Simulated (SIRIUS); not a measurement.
Co, 2 atoms in the cell. The structure is hexagonal, space group P6_3/mmc (No. 194). Conventional cell: a = 2.472 Å, b = 2.472 Å, c = 4.021 Å, α = 90.00°, β = 90.00°, γ = 120.00°. Co (site symmetry -6m2) has 12 Co at 2.47 Å as nearest neighbours. 

* Program: SIRIUS 7.12.0
* Task: single point
* Functional: PBE
* Potentials or basis: PseudoDojo 0.4.1 PBE standard (scalar relativistic)
* Cutoff: 1307 eV
* Density cutoff: 5227 eV
* k mesh: 5 × 5 × 3
* Occupations: fermi-dirac, width 0.05 eV
* Spin: collinear spin, ferromagnetic start
* Starting moments: [2.0, 2.0] μB
* Libxc names: ["XC_GGA_X_PBE", "XC_GGA_C_PBE"]
* Energy tol: 1e-08 Ha
* Density tol: 1e-06
* Mixer: anderson
* Mixing beta: 0.5
* Max scf: 100
* Radial cutoff for the potentials' integrals: 6.5 bohr

Potentials or basis: PseudoDojo 0.4.1 PBE standard (scalar relativistic).

The run is started by

```console
$ upf_to_json Co.upf
$ OMP_NUM_THREADS=1 sirius.scf --input=sirius.json --output=out.json --task=0
```

Hardware: 1 thread of Intel(R) Xeon(R) Platinum 8488C (Sapphire Rapids), with other jobs on the host.

Problem. Estimate the wall time of this run.

Solution. It took 14 s on 1 thread of Intel(R) Xeon(R) Platinum 8488C (Sapphire Rapids), on a shared host, peak memory 0.18 GiB. Counts: scf iterations 14, k points 10, plane waves 2297, bands 26.
